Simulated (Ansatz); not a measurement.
Runs of Ansatz 0.2.0 on SiO2. It takes space group P4_32_12 (No. 96, tetragonal). The conventional cell has a = 4.976 Å, b = 4.976 Å, c = 6.901 Å, α = 90.00°, β = 90.00°, γ = 90.00°. Si (site symmetry 2) is surrounded by 4 O at 1.61 Å. O (site symmetry 1) is surrounded by 2 Si at 1.61 Å. The cell comes from a database or a generator and needn't be the stable form of this composition.

```csv
task,level,cell,k mesh,cutoff (eV),mesh quality,gap on the mesh (eV),pressure (GPa),relaxed volume (Å³/atom),largest force (eV/Å)
single point,PBE,as given,6 × 6 × 4,300,not flagged,5.67,4.7,-,0.28
relaxation of cell and atoms,r2SCAN,relaxed,6 × 6 × 4,500,not flagged,6.35,0.0,14.31,-
single point,PBE,as given,3 × 3 × 3,420,coarse,(b),(a),-,0.28
relaxation of cell and atoms,LDA,relaxed,6 × 6 × 4,420,not flagged,5.55,0.0,14.03,-
```

Alike in all rows: potentials or basis Ansatz PAW; no spin polarisation; smearing fermi-dirac 0.05 eV.

Q: Fill in the values left out.

A: (a) 4.8; (b) 5.73.

Caveats: some runs use coarse meshes; the plane-wave basis is chosen anew once the cell has moved, so the energies of steps on either side of that aren't comparable (some runs); the PAW data sets come from PBE, with cores solved anew for the run's functional, which leaves a small shift of forces and pressure (some runs); the pressure holds a Pulay correction of +20.6 GPa for the finite cutoff (some runs); the cutoff lies under the one recommended for these potentials (some runs); odd divisions of the mesh miss points on the zone boundary, where band edges often lie, so the gap on the mesh can be too wide (some runs).

A k mesh can miss the band edges.
